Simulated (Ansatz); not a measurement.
## Pb: relaxation of cell and atoms with PBE+D4

Pb:

```
CELL_PARAMETERS angstrom
3.03861 -1.75032 0.00000
3.03861 1.75032 0.00000
-2.11546 0.00000 6.09522
ATOMIC_POSITIONS crystal
Pb 0.90851 0.90851 0.72629
Pb 0.09149 0.09149 0.27371
```

This isn't the form of Pb at room conditions, which is fcc.

```
Program             : Ansatz 0.2.0
Task                : relaxation of cell and atoms
Functional          : PBE
Dispersion          : D4
Potentials or basis : all-electron LAPW, scalar-relativistic
Basis error allowed : 0.001 eV/atom
k mesh              : 9 × 9 × 5
Occupations         : fermi-dirac, width 0.05 eV
Spin                : no spin polarisation
```

| Item | Value |
| --- | --- |
| Relaxed volume | 30.52 Å³/atom |
| Relaxed cell | a = 3.546 Å, b = 3.546 Å, c = 7.041 Å, α = 121.30°, β = 121.30°, γ = 59.34° |
| Space group after relaxing (to 0.05 Å) | C2/m (No. 12) |
| Energy gained by relaxing | 79.2 meV/atom |
| Ionic steps | 13 |
| Pressure after relaxing | 0.0 GPa |

The path:
```tsv
step	energy change (eV)	largest force (eV/Å)	volume (Å³)
1	0.0000	0.0660	64.84
2	-0.0073	0.0315	63.00
3	-0.0094	0.0249	62.97
4	-0.0135	0.0335	62.86
5	-0.0360	0.0830	62.70
6	-0.0618	0.1280	61.71
7	-0.0834	0.1407	61.19
8	-0.1389	0.0087	60.19
9	-0.1552	0.0030	61.63
10	-0.1569	0.0048	61.08
11	-0.1570	0.0141	61.02
12	-0.1570	0.0011	61.05
13	-0.1584	0.0012	61.05
```

Final structure:
```cif
data_structure
_symmetry_space_group_name_H-M 'P 1'
_symmetry_Int_Tables_number 1
_cell_length_a 3.5462
_cell_length_b 3.5462
_cell_length_c 7.0406
_cell_angle_alpha 121.299
_cell_angle_beta 121.299
_cell_angle_gamma 59.336
_cell_volume 61.05
loop_
_atom_site_label
_atom_site_type_symbol
_atom_site_fract_x
_atom_site_fract_y
_atom_site_fract_z
_atom_site_occupancy
Pb1 Pb 0.00003 0.00003 0.75004 1
Pb2 Pb 0.99997 0.99997 0.24996 1
```

Run time: 5.5 min on 1 thread of Arm Neoverse V2, with other jobs on the host, peak memory 0.53 GiB.

Spin-orbit coupling is left out, which matters for the levels of Pb.
